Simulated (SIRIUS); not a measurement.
Runs of SIRIUS 7.12.0 on Ir. It takes space group Fm-3m (No. 225, cubic). Conventional cell: a = 3.831 Å, b = 3.831 Å, c = 3.831 Å, α = 90.00°, β = 90.00°, γ = 90.00°. Ir (site symmetry m-3m) is surrounded by 12 Ir at 2.71 Å. 

```tsv
task	level	cell	cutoff (eV)	muffin tin radii	basis cutoff (gk_cutoff)	reference energy of the basis	start of the SCF	gap on the mesh (eV)	V0 of scaled cells (Å³/atom)	B0 (GPa)
single point	PBEsol	cell strained at random	193	Ir 2.44 bohr	3.77 1/bohr	0.54 Ha	LDA density	none	-	-
equation of state	LDA	as given	190	Ir 2.46 bohr	3.74 1/bohr	-	-	-	13.82	405
equation of state	PBEsol	as given	190	Ir 2.46 bohr	3.74 1/bohr	-	-	-	14.03	387
equation of state	WC	as given	190	Ir 2.46 bohr	3.74 1/bohr	-	-	-	(b)	379
equation of state	AM05	as given	190	Ir 2.46 bohr	3.74 1/bohr	-	-	-	13.92	393
equation of state	PBE	as given	190	Ir 2.46 bohr	3.74 1/bohr	-	-	-	14.48	348
equation of state	RPBE	as given	190	Ir 2.46 bohr	3.74 1/bohr	-	-	-	14.65	332
single point	PBEsol	as given	190	Ir 2.46 bohr	3.74 1/bohr	0.53 Ha	LDA density	none	-	-
equation of state	revPBE	as given	190	Ir 2.46 bohr	3.74 1/bohr	-	-	-	(a)	(c)
```

Alike in all rows: potentials or basis all-electron FP-LAPW, apw+lo standard; no spin polarisation; k mesh 12 × 12 × 12; smearing fermi-dirac 0.05 eV.

**Question.** Estimate the missing entries.

**Answer.** (a) 14.60; (b) 14.15; (c) 336.

A k mesh can miss the band edges, and the runs leave out spin-orbit coupling on Ir.

A gap of «none» marks a metal or a gap under the smearing width.
